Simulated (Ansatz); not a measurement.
MoS2:

```xyz
3
Lattice="3.2275 0.0000 0.0000 -1.6137 2.7951 0.0000 0.0000 0.0000 6.3125" Properties=species:S:1:pos:R:3 pbc="T T T"
Mo    0.0000    0.0000    3.1562
S     1.6137    0.9317    4.7008
S     0.0000    1.8634    1.6117
```

Measurements of this composition are mostly on another form, of space group No. 194.

```yaml
Program: Ansatz 0.2.0
Task: single point
Functional: PBE
Potentials_or_basis: all-electron LAPW, scalar-relativistic
Cutoff: 258 eV (chosen from the basis error)
Basis_error_allowed: 0.001 eV/atom
k_mesh: 9 × 9 × 4
Occupations: fermi-dirac, width 0.05 eV
Spin: no spin polarisation
```

On this cell: pressure 1.1 GPa; largest force 0.284 eV/Å; band gap on the k mesh none (metal or under the smearing width).

The same run follows on a disturbed copy (atoms moved at random, drawn with an rms of 0.05 Å):

```
Mo S
1.0
     3.22746    0.00000    0.00000
    -1.61373    2.79507    0.00000
     0.00000    0.00000    6.31247
Mo S
1 2
Direct
  0.99403 0.98173 0.49930
  0.65564 0.32224 0.74824
  0.33381 0.68688 0.25256
```

Question: What changes?

Answer: The energy (extrapolated to zero smearing) moves by +8.7 meV/atom; pressure -0.3 GPa; largest force 0.567 eV/Å; band gap on the k mesh none (metal or under the smearing width).

Forces in eV/Å, atoms in the order of the input:
```
Mo  -0.259  0.379  0.265
S    0.053  0.131 -0.128
S    0.206 -0.511 -0.137
```

Stress tensor (GPa, compression positive):
```
 0.16 -0.43 -0.66
-0.43 -1.72  2.74
-0.66  2.74  0.71
```

Caveats: this functional lacks dispersion, which binds the layers, so the pressure and a relaxed spacing across them are unreliable (some runs).
